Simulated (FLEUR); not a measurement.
**Ir: equation of state with BLYP**

Ir:

```
Ir
1.0
     0.00000    1.91560    1.91560
     1.91560    0.00000    1.91560
     1.91560    1.91560    0.00000
Ir
1
Direct
  0.00000 0.00000 0.00000
```

```yaml
Program: FLEUR MaX-R8.1 (later development tree)
Task: equation of state
Functional: BLYP
Potentials_or_basis: all-electron
Basis: FLAPW
Kmax: 4.22 1/bohr
k_mesh: 12 × 12 × 12
Occupations: fermi-dirac, width 0.05 eV
Spin: no spin polarisation
```

The equilibrium volume is 15.23 Å³/atom (rough: see the caveat) and the bulk modulus is 298 GPa (rough).

Energy against volume, from the lowest point:
```tsv
volume (Å³/atom)	energy (meV/atom)
13.215	320.83
13.496	225.66
14.059	90.78
14.621	17.56
14.902	0.00
```

Caveat: the minimum lies outside the volumes run. Spin-orbit coupling is left out, which matters for the levels of Ir.
